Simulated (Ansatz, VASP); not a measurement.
**MnSb in VASP and in Ansatz**

File INCAR:

```
ALGO = Normal
EDIFF = 1E-7
ENCUT = 520
GGA = PE
ISIF = 2
ISMEAR = -1
ISPIN = 2
LASPH = T
LCHARG = F
LMAXMIX = 4
LORBIT = 11
LREAL = F
LWAVE = F
MAGMOM = 0 4
NBANDS = 20
NELM = 150
PREC = Accurate
SIGMA = 0.05
```

File KPOINTS:

```
k-points
0
Gamma
  8 8 8
```

Contents of POSCAR:

```
MnSb
1.0
    0.0000000000      2.8135265792      2.8135265792
    2.8135265792      0.0000000000      2.8135265792
    2.8135265792      2.8135265792      0.0000000000
Sb Mn
1 1
Direct
    0.5000000000      0.5000000000      0.5000000000
    0.0000000000      0.0000000000      0.0000000000
```

input.yaml

```yaml
crystal:
  lattice:
    - [0.0, 2.8135265792, 2.8135265792]
    - [2.8135265792, 0.0, 2.8135265792]
    - [2.8135265792, 2.8135265792, 0.0]
  atoms:
    - { symbol: Sb, position: [0.5, 0.5, 0.5] }
    - { symbol: Mn, position: [0.0, 0.0, 0.0], spin: 4.0 }
hamiltonian:
  xc: pbe
  pseudopotentials: { kind: paw }
magnetization:
  spin_polarized: true
kpoints:
  mp_grid: { grid: [8, 8, 8] }
scf:
  occupations: { method: fermi_dirac, width: 0.05 }
output:
  forces: true
  stress: true
  eigenvalues: true
```

Change from the starting cell: volume scaled by 1.02.

Alike in both runs: task single point; functional PBE; k mesh 8 × 8 × 8; occupations fermi-dirac, width 0.05 eV; collinear spin, ferromagnetic start.

```csv
,VASP,Ansatz
version,VASP 6.6.1,Ansatz 0.2.0
potentials or method,"VASP PAW PBE potentials, release 64 (Sb, Mn_pv)",Ansatz PAW
plane-wave cutoff (eV),520,420
valence electrons in the cell,18,30
```

|  | VASP | Ansatz | Ansatz less VASP |
| --- | --- | --- | --- |
| gap on the k mesh at the Fermi level (eV) | none | none | - |
| pressure (GPa) | -1.5 | -1.5 | 0.00 |
| net moment per atom (μB) | 1.94 | 1.94 | +0.002 |
| size of the moment on the site where the two differ most (μB) | 3.80 | 3.85 | +0.050 |

Site moments also hang on the region over which each program counts them. A gap of «none» marks a metal or a gap that the smearing closes. The two sets of potentials don't hold the same shells in valence.

Caveats: a cell with one magnetic atom can't hold antiferromagnetic order, which such compounds often take. Spin-orbit coupling is left out, which matters for the levels of Sb.
